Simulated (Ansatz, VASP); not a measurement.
# CsSnBr3: VASP beside Ansatz

The input INCAR:

```
SYSTEM = CsSnBr3
PREC     = Accurate       ! precision mode
ENCUT    = 520            ! plane-wave cutoff, eV
EDIFF    = 1E-8           ! SCF threshold, eV
ISMEAR   = 0              ! smearing method
SIGMA    = 0.05           ! smearing width, eV
LREAL    = .False.        ! projectors in reciprocal space
LASPH    = .True.         ! aspherical terms in the spheres
NELM     = 100            ! most SCF steps
ALGO     = Fast           ! electronic algorithm
ISIF     = 2              ! what is computed and relaxed
LWAVE    = .False.        ! write WAVECAR
LCHARG   = .False.        ! write CHGCAR
GGA      = PE             ! functional
LEFG     = .True.       
NBANDS   = 30             ! bands
```

KPOINTS

```
Automatic mesh
0
Gamma
  6 6 6
  0 0 0
```

POSCAR

```
CsSnBr3
1.0
    5.8965303405      0.0000000000      0.0000000000
    0.0000000000      5.8965303405      0.0000000000
    0.0000000000      0.0000000000      5.8965303405
Cs Sn Br
1 1 3
Direct
    0.0000000000      0.0000000000      0.0000000000
    0.5000000000      0.5000000000      0.5000000000
    0.5000000000      0.0000000000      0.5000000000
    0.5000000000      0.5000000000      0.0000000000
    0.0000000000      0.5000000000      0.5000000000
```

Input for Ansatz:

```yaml
crystal:
  lattice:
    - [5.8965303405, 0.0, 0.0]
    - [0.0, 5.8965303405, 0.0]
    - [0.0, 0.0, 5.8965303405]
  atoms:
    - { symbol: Cs, position: [0.0, 0.0, 0.0] }
    - { symbol: Sn, position: [0.5, 0.5, 0.5] }
    - { symbol: Br, position: [0.5, 0.0, 0.5] }
    - { symbol: Br, position: [0.5, 0.5, 0.0] }
    - { symbol: Br, position: [0.0, 0.5, 0.5] }
basis:
  ecutwfc: 420
  ecutrho_ratio: 4
kpoints:
  mp_grid: { grid: [6, 6, 6] }
hamiltonian:
  xc: pbe
scf:
  occupations: { method: gaussian, width: 0.05 }
output:
  forces: true
  stress: true
  eigenvalues: true
  efg:
    contact_densities: true
    quadrupole_moments_barn: { Br: 0.2579, Sn: -0.132, Cs: -0.00343 }
```

Alike in both runs: task electric field gradients; functional PBE; k mesh 6 × 6 × 6; occupations gaussian, width 0.05 eV; no spin polarisation.

```csv
,VASP,Ansatz
version,VASP 6.6.1,Ansatz 0.2.0
potentials or method,"VASP PAW PBE potentials, release 64 (Cs_sv, Sn_d, Br)","scalar-relativistic, plane waves, PAW"
plane-wave cutoff (eV),520,420
valence electrons in the cell,44,44
```

VASP gave:

* gap on the k mesh at the Fermi level (eV): 0.65
* least direct gap on the mesh (eV): 0.65
* pressure (GPa): 0.0
* Vzz of the field gradient on the site that differs most (V/Å²): 234.1

**Question.** Estimate Ansatz's values.

**Answer.** gap on the k mesh at the Fermi level (eV): 0.65; least direct gap on the mesh (eV): 0.65; pressure (GPa): 0.0; Vzz of the field gradient on the site that differs most (V/Å²): 243.9.

With one functional, cell and mesh, what is left measures potentials, basis and numerics. Ansatz warned: «gradients_without_spin_orbit».

Caveats: spin-orbit coupling is left out, which moves the levels of the heavy elements. A k mesh can miss the band edges.
